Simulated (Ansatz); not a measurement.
TaN, one cell by several methods

```yaml
crystal:
  lattice:
    - [2.95656, 0.00000, 0.00000]
    - [-1.47828, 2.56046, 0.00000]
    - [0.00000, 0.00000, 4.91800]
  atoms:
    - { symbol: Ta, position: [0.00000, 0.00000, 0.00000] }
    - { symbol: Ta, position: [0.00000, 0.00000, 0.50000] }
    - { symbol: N, position: [0.33333, 0.66667, 0.25000] }
    - { symbol: N, position: [0.66667, 0.33333, 0.75000] }
```

Atoms are numbered in the order listed.

The geometry is COD entry 1523630, unchecked; take it as a test cell. The listed cell was then made from it by scaling, straining or moving an atom.

No spin–orbit coupling, which matters for the heavy atoms here.

Methods: DFT, PBEsol, PAW with Ansatz's default frozen-core files, scalar-relativistic (Ansatz 0.2.0); DFT, PBEsol, all-electron PAW with datasets made for the crystal, scalar-relativistic (Ansatz 0.2.0); DFT, PBEsol, all-electron LAPW, scalar-relativistic (Ansatz 0.2.0).

For PAW: a Γ-centred 9×9×5 k mesh, Fermi–Dirac smearing of 0.01 eV, cutoff 420 eV, no spin polarisation; the PAW files were made with PBE, and the program remakes their frozen cores for this functional. The crystal-made all-electron datasets (AE datasets) take a cutoff of 520 eV at this cell. LAPW targets a basis error of 0.5 meV/atom. The Ansatz runs share mesh, smearing and spin set-up. Plane-wave (PAW) pressures include the program's estimate of the Pulay term.

Stress and pressure are positive in compression.

The change that made this cell: equal xx and yy strain of -3 %.

No spin–orbit coupling: at heavy atoms the gradients can be off by tens of per cent for that reason.

In a metal, gradients converge slowly with the k mesh: the values move by tens of per cent from one mesh to another, at times in sign, so only the comparison on one mesh counts.

```tsv
quantity	PAW	AE datasets	LAPW
pressure (GPa)	79.98	78.94	78.94
stress xx (GPa)	?	46.70	46.70
stress zz (GPa)	?	143.43	143.43
field gradient Vzz at Ta1 (10²¹ V/m²)	?	-20.41	–
```

Question: What belongs in the row "stress zz (GPa)", column "PAW"?

Answer: 144.81.

Question: Fill in "PAW" for the row "field gradient Vzz at Ta1 (10²¹ V/m²)".

Answer: -21.03.

Question: What belongs in the row "stress xx (GPa)", column "PAW"?

Answer: 47.56.
